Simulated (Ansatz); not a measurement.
Theory: DFT PBE, scalar-relativistic, plane waves, PAW in Ansatz 0.2.0. All cells share a 420 eV cutoff and Γ-centred k meshes spaced at most about 0.3 Å⁻¹ (about 0.25 or finer for metals, 2π included). No spin polarisation.

Temperature and zero-point effects are left out.

Two relaxed structures of Mg3Te2:

A. Space group P-4m2 (No. 115), tetragonal, a = 4.331 Å, c = 7.534 Å. Around Mg on a site of symmetry 2mm lie 5 Te at 2.98–3.10 Å and 2 Mg at 3.32 Å; Mg on a site of symmetry -4m2 is surrounded by 4 Te at 2.98 Å and 4 Mg at 3.32 Å; Te is surrounded by 7 Mg at 2.98–3.10 Å.

B. Space group P4mm (No. 99), tetragonal, a = 4.856 Å, c = 6.929 Å. Mg on a site of symmetry 2mm is surrounded by 4 Te at 2.88–2.97 Å and 6 Mg at 3.31–3.43 Å; Mg on a site of symmetry 4mm has 1 Te at 2.97 Å, 4 Mg at 3.31 Å and 4 Te at 3.50 Å; Te on its first site has 5 Mg at 2.97 Å; Te on its second site is surrounded by 4 Mg at 2.88 Å and 4 Mg at 3.50 Å.

Problem. Which is lower in energy, and by how much?

Solution. B is lower, by 32 meV/atom. A has space group P-4m2 (No. 115), 28.3 Å³/atom and no gap on its mesh; B has space group P4mm (No. 99), 32.7 Å³/atom and no gap. Counting Te atoms around Mg (those within 1.25 times the shortest such distance or 1.15 times the sum of covalent radii, 1.27 where that leaves under three; a plus sign parts nearer from farther groups; a slash parts the counts of unlike sites), A has Mg 4/5 and B has Mg 4/1+4. The lower one is the more open, so pressure narrows the difference. Both come from invented guesses.

Spin–orbit coupling, which can matter for Te, is left out. Cells relaxed within their symmetry can be saddle points.
